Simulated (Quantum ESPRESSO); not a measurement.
Ti under changes of volume

One of the cells (16.731 Å³/atom); the others are scaled copies at fixed shape and fractional positions:

```
CELL_PARAMETERS angstrom
0.00000 2.03000 2.03000
2.03000 0.00000 2.03000
2.03000 2.03000 0.00000
ATOMIC_POSITIONS crystal
Ti 0.00000 0.00000 0.00000
```

This isn't the form of Ti at room conditions, which is hcp.

```yaml
Program: Quantum ESPRESSO 7.5
Functional: PBEsol
Potentials_or_basis: GBRV 1.5 PBEsol
Cutoff: 612 eV
Density_cutoff: 4898 eV
k_mesh: 11 × 11 × 11
Occupations: fermi-dirac, width 0.05 eV
Spin: no spin polarisation
```

```csv
volume (Å³/atom),energy over the lowest point (meV/atom),pressure (GPa)
15.727,18.48,7.2
16.062,?,?
16.396,0.85,1.8
16.731,0.00,-0.5
17.065,3.80,-2.7
17.400,11.83,-4.6
17.735,23.73,-6.4
```

What does the run at 16.062 Å³/atom give?

Energy over the lowest point 6.83 meV/atom; pressure 4.4 GPa.

Worked out: A Birch-Murnaghan fit of order 3 (a polynomial in V^(-2/3)) to the other rows has its minimum at 16.62 Å³/atom with B0 = V·E''(V) = 114 GPa and B' = 3.8. It gives 6.83 meV/atom at 16.062 Å³/atom, against the run's 6.83, and -dE/dV = 4.2 GPa, against 4.4.

Energies are extrapolated to zero smearing.
